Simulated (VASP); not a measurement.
A run of VASP 6.6.1 is set up as follows.

The input INCAR:

```
PREC = Accurate
ENCUT = 520
EDIFF = 1E-7
ISMEAR = -1
SIGMA = 0.0862
LREAL = Auto
LASPH = T
NELM = 100
ALGO = Normal
ISIF = 2
LWAVE = F
LCHARG = F
GGA = PE
NBANDS = 66
ISYM = 0
```

The input KPOINTS:

```
Automatic mesh
0
Gamma
  1 1 1
  0.25 0.25 0.25
```

The input POSCAR:

```
Si
1.0
    7.7190500000     -0.0443600000      0.0013740000
   -0.0443600000      7.7822710000      0.2647900000
    0.0013740000      0.2647900000      7.5276290000
Si
24
Direct
    0.8854887272      0.8186287089      0.1067027404
    0.0269026622      0.3487851162      0.7264288961
    0.2455048427      0.7675993672      0.8577525593
    0.3122219301      0.9701944024      0.2460946510
    0.8363673941      0.5619059453      0.5970992667
    0.2979966061      0.4561442221      0.1629222328
    0.4575639494      0.2210776510      0.6295492453
    0.8670363640      0.1883360479      0.9487200007
    0.0375372932      0.7345960241      0.3685857449
    0.5681712412      0.6338709885      0.7607699096
    0.5367496030      0.6803425875      0.2707233038
    0.6812779978      0.3503995522      0.3986865754
    0.3425278147      0.6689711468      0.5001691099
    0.6083322634      0.3727521839      0.0837913373
    0.1257239460     -0.0044684267      0.0177258271
    0.1726561052      0.0160210435      0.7012988497
    0.8558452447      0.5598391296      0.9528587641
    0.0221401845      0.4089278593      0.3113890936
    0.6811030837      0.0162720066      0.7693363342
    0.6852799618     -0.0316195915      0.3122748181
    0.5495538438      0.7926296213      0.9988734189
    0.2311131239      0.2080661691      0.3850480157
    0.8903479131      0.8991003488      0.5895436505
    0.3158936087      0.4034941958      0.8482112673
```

Potentials or basis: VASP PAW PBE potentials, release 64 (Si).

The run is started by

```console
$ cat potpaw_PBE.64/Si/POTCAR > POTCAR
$ mpirun -np 1 vasp_std > vasp.out
```

Estimate the band gap on the k mesh.

0.31 eV, direct.

Estimate the pressure.

-2.2 GPa.

Predict the largest force.

2.930 eV/Å.

Stress tensor (GPa, compression positive):
```
-1.97 -1.37 -0.02
-1.37 -2.38 -0.72
-0.02 -0.72 -2.19
```
